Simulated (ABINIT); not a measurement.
## Beyond one shot: CdS (Greenockite)

How far does self-consistency move the gap of CdS (Greenockite)?

Method: PBE and many-body steps on it, plane waves, in ABINIT 10.8.3.

**What was measured.**

- Gap 2.44 eV: direct optical gap from Tauc plot of (alpha h nu)^2; UV-Vis diffuse reflectance, Tauc plot; powder (hydrothermally grown snowflake-like CdS powder, without cocatalyst) (“Electric double layer-mediated polarization field for optimizing photogenerated carrier dynamics and thermodynamics”, 2023, pmc:10275871).

- Gap 2.5809 ± 0.0002 eV: A gap, Gamma7c-Gamma9v, natural isotopic composition; exciton reflectance; bulk crystal (natural CdS) (quoted in “Isotope dependence of band-gap energy”, 2008, arxiv:0807.2152).

- Gap 2.5963 ± 0.0002 eV: B gap, Gamma7c-Gamma7v, natural isotopic composition; exciton reflectance; bulk crystal (natural CdS) (quoted in “Isotope dependence of band-gap energy”, 2008, arxiv:0807.2152).

### 1. Set-up

The structure is hexagonal, space group P6_3mc (No. 186). The conventional cell has a = 4.137 Å, b = 4.137 Å, c = 6.714 Å, α = 90.00°, β = 90.00°, γ = 120.00°. Nearest to Cd lie 4 S at 2.52 to 2.53 Å. Nearest to S lie 4 Cd at 2.52 to 2.53 Å. Farther neighbours and most contacts between anions are not listed.

The cell and positions come from the Crystallography Open Database and are kept as given unless a step says otherwise.

### 2. Empty states on the mesh, 3×3×2 mesh, 161 bands

This step: ABINIT 10.8.3; DFT, PBE, plane waves, norm-conserving pseudopotentials.

The sums over transitions need many empty states on a uniform mesh; this step solves for them.

Input file run.abi:

```
acell 3*1.0 Angstrom
rprim 
  4.137000000025 -0.000000000006 0.000000000000
  -2.068500000008 3.582747095481 0.000000000000
  0.000000000000 0.000000000000 6.714400000000
ntypat 2
znucl 48 16
natom 4
typat 1 1 2 2
xred 
  0.666666666667 0.333333333333 0.000000000000
  0.333333333333 0.666666666667 0.500000000000
  0.666666666667 0.333333333333 0.375000000000
  0.333333333333 0.666666666667 0.875000000000
pp_dirpath "pseudos"
pseudos "Cd.upf, S.upf"
ecut 47
ngkpt 3 3 2
nshiftk 1
shiftk 0 0 0
kptopt 1
chksymbreak 0
iscf -2
irdden 1
istwfk *1
nband 161
nbdbuf 14
tolwfr 1e-09
nstep 60
prtvol 0
indata_prefix "in"
outdata_prefix "out"
tmpdata_prefix "tmp"
```

Launch:

```sh
OMP_NUM_THREADS=1 mpirun -n 6 abinit run.abi > log
```

Numbers of over 12 decimals in the logs are rounded to 6 here.

What it wrote:

```text
.Version 10.8.3 of ABINIT. v10.8.2 released Aug 2026.

 Symmetries : space group P6_3 m c (#186); Bravais hP (primitive hexag.)
[... echo of the input left out ...]
== DATASET  1 ==================================================================
-   mpi_nproc: 6, omp_nthreads: 1 (-1 if OMP is not activated)

--- !DatasetInfo
iteration_state: {dtset: 1, }
dimensions: {natom: 4, nkpt: 6, mband: 161, nsppol: 1, nspinor: 1, nspden: 1, mpw: 10374, }
cutoff_energies: {ecut:  47.0, pawecutdg:  -1.0, }
[...]
2.29577    2.31842    2.31842    2.32976    2.36293    2.36293    2.42138    2.43417
   2.49374    2.49635    2.49636    2.50492    2.50504    2.51732    2.52323    2.52433
   2.53827
 prteigrs : prtvol=0 or 1, do not print more k-points.

== END DATASET(S) ==============================================================
================================================================================

 -outvars: echo values of variables after computation  --------
            nband         161
             nkpt           6
          spgroup         186
 [... the other variables as echoed above ...]

 Calculation completed.
```

It took 87 s on 6 MPI ranks of Arm Neoverse V1, shared host; peak memory 0.73 GiB.

Numbers from this step:

```
gap                                                           : 1.198 eV
k of the valence top                                          : 0, 0, 0
k of the conduction bottom                                    : 0, 0, 0
least direct gap                                              : 1.198 eV
k points computed                                             : 6
lowest point of the top converged band, above the valence top : 58.7181 eV
```

On this mesh the gap is 1.198 eV.

The density comes from a self-consistent run that is not shown.

### 3. Screening, 3×3×2 mesh, 147 bands, screening to 130.6 eV

The RPA dielectric matrix is built and inverted for each q.

This step: RPA screening on PBE, plane waves, norm-conserving pseudopotentials.

Edit run.abi of step 2 so:

```diff
@@ -22,10 +22,11 @@
 chksymbreak 0
-iscf -2
-irdden 1
 istwfk *1
-nband 161
-nbdbuf 14
-tolwfr 1e-09
-nstep 60
-prtvol 0
+occopt 1
+irdwfk 1
+optdriver 3
+nband 147
+ecuteps 4.8
+inclvkb 2
+awtr 1
+symchi 1
 indata_prefix "in"
```

Launch:

```sh
OMP_NUM_THREADS=1 mpirun -n 8 abinit run.abi > log
```

What it wrote:

```text
.Version 10.8.3 of ABINIT. v10.8.2 released Aug 2026.

 Symmetries : space group P6_3 m c (#186); Bravais hP (primitive hexag.)
[... echo of the input left out ...]
== DATASET  1 ==================================================================
-   mpi_nproc: 8, omp_nthreads: 1 (-1 if OMP is not activated)

--- !DatasetInfo
iteration_state: {dtset: 1, }
dimensions: {natom: 4, nkpt: 6, mband: 147, nsppol: 1, nspinor: 1, nspden: 1, mpw: 10374, }
cutoff_energies: {ecut:  47.0, pawecutdg:  -1.0, }
electrons: {nelect:   5.20000000E+01, charge:   0.00000000E+00, occopt:   1.00000000E+00, tsmear:   1.00000000E-02, }

 SCREENING: Calculation of the susceptibility and dielectric matrices

 Based on a program developped by R.W. Godby, V. Olevano, G. Onida, and L. Reining.
 Incorporated in ABINIT by V. Olevano, G.-M. Rignanese, and M. Torrent.
.Using double precision arithmetic ; gwpc =  8

[... cell and pseudopotentials left out ...]
--------------------------------------------------------------------------------

 ==== K-mesh for the wavefunctions ====
 Number of points in the irreducible wedge :     6
[... list of points left out ...]
 Together with 12 symmetry operations and time-reversal symmetry
 yields    18 points in the full Brillouin Zone.

 ==== Q-mesh for the screening function ====
 Number of points in the irreducible wedge :     6
[... list of points left out ...]
 Together with 12 symmetry operations and time-reversal symmetry
 yields    18 points in the full Brillouin Zone.

 setmesh: FFT mesh size selected  =    27x   27x   54
          total number of points  =        39366

 vcoul_init : cutoff-mode = AUXILIARY_FUNCTION
 q-points for optical limit:   1
     1)      0.000010    0.000020    0.000030

- screening: taking advantage of time-reversal symmetry
- Maximum band index for partially occupied states nbvw = 26
- Remaining bands to be divided among processors   nbcw = 121
- Number of bands treated by each node ~15

 Number of electrons calculated from density =   52.0000; Expected =   52.0000
 average of density, n =  0.077428
 r_s =    1.4555
 omega_plasma =   26.8414 [eV]

 calculating chi0 at frequencies [eV] :
  1    0.000000E+00    0.000000E+00
  2    0.000000E+00    2.684136E+01

--------------------------------------------------------------------------------
  q-point number  1        q = ( 0.000000, 0.000000, 0.000000) [r.l.u.]
--------------------------------------------------------------------------------
[... chi0 elements left out ...]
 For q-point:  0.000010 0.000020 0.000030
  dielectric constant =  13.5725
  dielectric constant without local fields =  14.3718

  Average fulfillment of the sum rule on Im[epsilon] for q-point    1 :     55.92  [%]
[... wings left out ...]
  q-point number  2        q = ( 0.333333, 0.000000, 0.000000) [r.l.u.]
--------------------------------------------------------------------------------
[... chi0 elements left out ...]
  Average fulfillment of the sum rule on Im[epsilon] for q-point    2 :     60.82  [%]

 [... 4 further q-points ...]
```

Elapsed: 39 s, on 8 MPI ranks; peak memory 2.4 GiB; 5.2 min of CPU time.

Numbers from this step:

- ε∞ with local fields, on this mesh, along the program's q direction: 13.57
- the same without local fields: 14.37
- plasma frequency: 26.84 eV
- plane waves in the screening matrix: 325

Local fields lower ε∞ by 6 %. On a Γ-centred mesh this coarse the value itself is usually too large, while a short band sum pulls it down.

### 4. G0W0

The self-energy is evaluated for the states that the input lists, and the levels follow from it, in one-shot runs by the linearised quasiparticle equation.

This step: G0W0 on PBE, plane waves, norm-conserving pseudopotentials.

Edit run.abi of step 3 so:

```diff
@@ -25,8 +25,15 @@
 irdwfk 1
-optdriver 3
+optdriver 4
 nband 147
+gwcalctyp 0
+ecutsigx 47
+symsigma 1
+nkptgw 1
+kptgw 
+  0.0000000000 0.0000000000 0.0000000000
+bdgw 
+  25 28
 ecuteps 4.8
-inclvkb 2
-awtr 1
-symchi 1
+irdscr 1
+ppmodel 1
 indata_prefix "in"
```

What it wrote:

```text
.Version 10.8.3 of ABINIT. v10.8.2 released Aug 2026.

 Symmetries : space group P6_3 m c (#186); Bravais hP (primitive hexag.)
[... echo of the input left out ...]
== DATASET  1 ==================================================================
-   mpi_nproc: 8, omp_nthreads: 1 (-1 if OMP is not activated)

--- !DatasetInfo
iteration_state: {dtset: 1, }
dimensions: {natom: 4, nkpt: 6, mband: 147, nsppol: 1, nspinor: 1, nspden: 1, mpw: 10374, }
cutoff_energies: {ecut:  47.0, pawecutdg:  -1.0, }
electrons: {nelect:   5.20000000E+01, charge:   0.00000000E+00, occopt:   1.00000000E+00, tsmear:   1.00000000E-02, }

 SIGMA: Calculation of the GW corrections

 Based on a program developped by R.W. Godby, V. Olevano, G. Onida, and L. Reining.
 Incorporated in ABINIT by V. Olevano, G.-M. Rignanese, and M. Torrent.
.Using double precision arithmetic ; gwpc =  8

[... cell and pseudopotentials left out ...]
--------------------------------------------------------------------------------

 ==== K-mesh for the wavefunctions ====
 Number of points in the irreducible wedge :     6
[... list of points left out ...]
 Together with 12 symmetry operations and time-reversal symmetry
 yields    18 points in the full Brillouin Zone.

 ==== Q-mesh for screening function ====
 Number of points in the irreducible wedge :     6
[... list of points left out ...]
 Together with 12 symmetry operations and time-reversal symmetry
 yields    18 points in the full Brillouin Zone.

 vcoul_init : cutoff-mode = AUXILIARY_FUNCTION
 q-points for optical limit:   1
     1)      0.000010    0.000020    0.000030
 setmesh: FFT mesh size selected  =    45x   45x   80
          total number of points  =       162000

 Number of electrons calculated from density =   52.0000; Expected =   52.0000
 average of density, n =  0.077428
 r_s =    1.4555
 omega_plasma =   26.8414 [eV]

 === KS Band Gaps ===
  >>>> For spin  1
   Minimum direct gap =   1.1981 [eV], located at k-point      :   0.0000  0.0000  0.0000
   Fundamental gap    =   1.1981 [eV], Top of valence bands at :   0.0000  0.0000  0.0000
                                       Bottom of conduction at :   0.0000  0.0000  0.0000
 SIGMA fundamental parameters:
 PLASMON POLE MODEL  1
 number of plane-waves for SigmaX                10251
 number of plane-waves for SigmaC and W            325
 number of plane-waves for wavefunctions         10251
 number of bands                                   147
 number of independent spin polarizations            1
 number of spinorial components                      1
 number of k-points in IBZ                           6
 number of q-points in IBZ                           6
 number of symmetry operations                      12
 number of k-points in BZ                           18
 number of q-points in BZ                           18
 number of frequencies for dSigma/dE                 9
 frequency step for dSigma/dE [eV]                0.25
 number of omega for Sigma on real axis              0
 max omega for Sigma on real axis  [eV]           0.00
 zcut for avoiding poles [eV]                     0.10

 EPSILON^-1 parameters (SCR file):
 dimension of the eps^-1 matrix on file            325
 dimension of the eps^-1 matrix used               325
 number of plane-waves for wavefunctions         10251
 number of bands                                   147
 number of q-points in IBZ                           6
 number of frequencies                               2
 number of real frequencies                          1
 number of imag frequencies                          1

 matrix elements of self-energy operator (all in [eV])

 Perturbative Calculation

--- !SelfEnergy_ee
iteration_state: {dtset: 1, }
kpoint     : [   0.000,    0.000,    0.000, ]
spin       : 1
KS_gap     :    1.198
QP_gap     :    2.030
Delta_QP_KS:    0.832
data: !SigmaeeData |
     Band     E0 <VxcDFT>   SigX SigC(E0)      Z dSigC/dE  Sig(E)    E-E0       E
       25   4.369 -15.331 -18.293   2.402   0.780  -0.282 -15.768  -0.437   3.933
       26   4.369 -15.331 -18.293   2.402   0.780  -0.282 -15.768  -0.437   3.933
       27   5.567 -10.684  -6.575  -3.622   0.813  -0.229 -10.288   0.396   5.963
       28   7.145 -11.042  -6.562  -3.838   0.815  -0.227 -10.519   0.523   7.667

== END DATASET(S) ==============================================================
================================================================================

 -outvars: echo values of variables after computation  --------
           etotal      0.0000000000E+00
            nband         147
             nkpt           6
          spgroup         186
 [... the other variables as echoed above ...]

 Calculation completed.
```

The job ended after 6.1 s (8 MPI ranks; peak memory 1.5 GiB; 48 s of CPU time).

This step gave:

| Quantity | Value |
| --- | --- |
| G0W0 gap on the points computed | 2.030 eV |
| starting gap on the mesh | 1.198 eV |
| k of the valence top | 0, 0, 0 |
| k of the conduction bottom | 0, 0, 0 |
| Z at the valence top | 0.78 |
| Z at the conduction bottom | 0.813 |
| least direct G0W0 gap on the computed points | 2.030 eV |

The gap on the mesh goes from 1.20 eV to 2.03 eV, a correction of +0.83 eV.

### 5. evGW0, cycle 1

This step: evGW0 on PBE, plane waves, norm-conserving pseudopotentials.

Edit run.abi of step 4 so:

```diff
@@ -27,10 +27,20 @@
 nband 147
-gwcalctyp 0
+gwcalctyp 10
 ecutsigx 47
 symsigma 1
-nkptgw 1
+nkptgw 6
 kptgw 
   0.0000000000 0.0000000000 0.0000000000
+  0.3333333333 0.0000000000 0.0000000000
+  0.3333333333 0.3333333333 0.0000000000
+  0.0000000000 0.0000000000 0.5000000000
+  0.3333333333 0.0000000000 0.5000000000
+  0.3333333333 0.3333333333 0.5000000000
 bdgw 
-  25 28
+  11 34
+  11 34
+  11 34
+  11 34
+  11 34
+  11 34
 ecuteps 4.8
```

What it wrote:

```text
.Version 10.8.3 of ABINIT. v10.8.2 released Aug 2026.

 Symmetries : space group P6_3 m c (#186); Bravais hP (primitive hexag.)
[... echo of the input left out ...]
== DATASET  1 ==================================================================
-   mpi_nproc: 8, omp_nthreads: 1 (-1 if OMP is not activated)

--- !DatasetInfo
iteration_state: {dtset: 1, }
dimensions: {natom: 4, nkpt: 6, mband: 147, nsppol: 1, nspinor: 1, nspden: 1, mpw: 10374, }
cutoff_energies: {ecut:  47.0, pawecutdg:  -1.0, }
electrons: {nelect:   5.20000000E+01, charge:   0.00000000E+00, occopt:   1.00000000E+00, tsmear:   1.00000000E-02, }

 SIGMA: Calculation of the GW corrections

 Based on a program developped by R.W. Godby, V. Olevano, G. Onida, and L. Reining.
 Incorporated in ABINIT by V. Olevano, G.-M. Rignanese, and M. Torrent.
.Using double precision arithmetic ; gwpc =  8

[... cell and pseudopotentials left out ...]
--------------------------------------------------------------------------------

 ==== K-mesh for the wavefunctions ====
 Number of points in the irreducible wedge :     6
[... list of points left out ...]
 Together with 12 symmetry operations and time-reversal symmetry
 yields    18 points in the full Brillouin Zone.

 ==== Q-mesh for screening function ====
 Number of points in the irreducible wedge :     6
[... list of points left out ...]
 Together with 12 symmetry operations and time-reversal symmetry
 yields    18 points in the full Brillouin Zone.

 vcoul_init : cutoff-mode = AUXILIARY_FUNCTION
 q-points for optical limit:   1
     1)      0.000010    0.000020    0.000030
 setmesh: FFT mesh size selected  =    45x   45x   80
          total number of points  =       162000

 Number of electrons calculated from density =   52.0000; Expected =   52.0000
[...]
KS_gap     :    4.820
QP_gap     :    5.822
Delta_QP_KS:    1.002
data: !SigmaeeData |
     Band     E_DFT   <VxcDFT>   E(N-1)  <Hhartree>   SigX  SigC[E(N-1)]    Z     dSigC/dE  Sig[E(N)]  DeltaE  E(N)_pert E(N)_diago
[...]
--- !SelfEnergy_ee
iteration_state: {dtset: 1, }
kpoint     : [   0.333,    0.333,    0.500, ]
spin       : 1
KS_gap     :    5.514
QP_gap     :    6.658
Delta_QP_KS:    1.144
data: !SigmaeeData |
     Band     E_DFT   <VxcDFT>   E(N-1)  <Hhartree>   SigX  SigC[E(N-1)]    Z     dSigC/dE  Sig[E(N)]  DeltaE  E(N)_pert E(N)_diago
[...]
33    13.642    -9.732    13.642    23.374    -4.884    -4.330     0.806    -0.241    -9.315     0.418    14.059    14.160
       34    13.642    -9.732    13.642    23.374    -4.884    -4.330     0.806    -0.241    -9.315     0.418    14.059    14.160

 New Fermi energy :        1.812336E-01 Ha ,    4.931618E+00 eV

 === QP Band Gaps ===
  >>>> For spin  1
   Minimum direct gap =   2.2442 [eV], located at k-point      :   0.0000  0.0000  0.0000
   Fundamental gap    =   2.2442 [eV], Top of valence bands at :   0.0000  0.0000  0.0000
                                       Bottom of conduction at :   0.0000  0.0000  0.0000

 writing QP data on file : out_QPS

 Convergence of QP corrections
 >>>>> For spin  1 <<<<<
.  kptgw no:  1; Maximum DeltaE = (     NaN     NaN) for band index:  7
.  kptgw no:  2; Maximum DeltaE = (   0.630  -0.000) for band index:  6
.  kptgw no:  3; Maximum DeltaE = (   0.392  -0.000) for band index:  8
.  kptgw no:  4; Maximum DeltaE = (   0.596   0.010) for band index: 10
.  kptgw no:  5; Maximum DeltaE = (   0.617  -0.000) for band index:  8
.  kptgw no:  6; Maximum DeltaE = (   0.392  -0.001) for band index:  8

== END DATASET(S) ==============================================================
================================================================================

 -outvars: echo values of variables after computation  --------
           etotal      0.0000000000E+00
            nband         147
             nkpt           6
          spgroup         186
 [... the other variables as echoed above ...]

 Calculation completed.
```

The job ended after 2.4 min (8 MPI ranks; peak memory 5.1 GiB).

Numbers from this step:

- quasiparticle gap on the mesh: 2.244 eV
- gap of the density functional on the mesh: 1.198 eV
- k of the valence top: 0, 0, 0
- k of the conduction bottom: 0, 0, 0
- Z at the valence top: 0.78
- Z at the conduction bottom: 0.813
- least direct quasiparticle gap on the computed points: 2.244 eV

Against G0W0 in ABINIT (3×3×2 mesh, 147 bands, screening to 130.6 eV, Godby-Needs plasmon pole), the gap moves by +0.214 eV. This first cycle still uses the starting levels; it takes the full correction, at all points of the mesh, and its linearised value is 2.030 eV.

### 6. evGW0, cycle 2

The corrected levels of the last cycle go back in.

Edit run.abi of step 5 so:

```diff
@@ -48,2 +48,3 @@
 ppmodel 1
+irdqps 1
 indata_prefix "in"
```

What it wrote:

```text
.Version 10.8.3 of ABINIT. v10.8.2 released Aug 2026.

 Symmetries : space group P6_3 m c (#186); Bravais hP (primitive hexag.)
[... echo of the input left out ...]
== DATASET  1 ==================================================================
-   mpi_nproc: 8, omp_nthreads: 1 (-1 if OMP is not activated)

--- !DatasetInfo
iteration_state: {dtset: 1, }
dimensions: {natom: 4, nkpt: 6, mband: 147, nsppol: 1, nspinor: 1, nspden: 1, mpw: 10374, }
cutoff_energies: {ecut:  47.0, pawecutdg:  -1.0, }
[...]
.  kptgw no:  4; Maximum DeltaE = (   0.032   0.000) for band index: 23
.  kptgw no:  5; Maximum DeltaE = (   0.043  -0.000) for band index: 23
.  kptgw no:  6; Maximum DeltaE = (   0.025  -0.002) for band index: 18

== END DATASET(S) ==============================================================
================================================================================

 -outvars: echo values of variables after computation  --------
           etotal      0.0000000000E+00
            nband         147
             nkpt           6
          spgroup         186
 [... the other variables as echoed above ...]

 Calculation completed.
```

It took 2.4 min on 8 MPI ranks; peak memory 5.1 GiB.

This step gave:

- quasiparticle gap on the mesh: 2.164 eV
- gap of the density functional on the mesh: 1.198 eV
- k of the valence top: 0, 0, 0
- k of the conduction bottom: 0, 0, 0
- least direct quasiparticle gap on the computed points: 2.164 eV

Against the cycle before, the gap moves by −0.080 eV.

(Continued in part 2 of 3.)

[Paths, hosts, dates, memory and timing lines, banners, echoed tables and standing remarks are left out of the program output.]

[Logs are printed without paths, hosts, clocks, repeated set-up lines and the standing remarks that a program may print on its own settings, such as how far it seeks lower states.]

[Runs of the session that timed out or met a known fault of the program may be left out.]

[Hosts, paths, dates, database ids (printed as entryN), source tags and the programs' standing remarks are cut or masked in the printed files.]

[G0W0 gaps are taken among the corrected bands and points alone; a level outside them can change the order at an edge.]

[Where Ansatz stands beside ABINIT at settings called matched, ABINIT's density can come from a denser mesh and the files from another edition; pairs whose starting gaps differed by over 0.03 eV were left out, so agreement reads better than it is.]
